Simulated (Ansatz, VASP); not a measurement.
# LiF (base) in VASP and in Ansatz

```
Li F
1.0
     0.00000    2.03384    2.03384
     2.03384    0.00000    2.03384
     2.03384    2.03384    0.00000
Li F
1 1
Direct
  0.00000 0.00000 0.00000
  0.50000 0.50000 0.50000
```

Alike in both runs: functional PBE; k mesh 10 × 10 × 10; occupations gaussian, width 0.02 eV; no spin polarisation.

Ansatz relaxed the structure, and its values are those at the end. VASP's run is a single point on that final structure, the one shown.

|  | VASP | Ansatz |
| --- | --- | --- |
| version | VASP 6.6.1 | Ansatz 0.2.0 |
| potentials or method | VASP PAW PBE potentials, release 64 (Li_sv, F) | scalar-relativistic, plane waves, PAW |
| plane-wave cutoff (eV) | 520 | 420 |
| valence electrons in the cell | 10 | 10 |

```csv
,VASP,Ansatz,Ansatz less VASP
gap on the k mesh at the Fermi level (eV),8.83,8.83,+0.001
least direct gap on the mesh (eV),8.83,8.83,+0.001
```

The functional is the same, so the differences come from potentials, cutoffs and numerics.

 A k mesh can miss the band edges. Expect the measured gap to be larger: semilocal functionals such as PBE lack the derivative discontinuity.
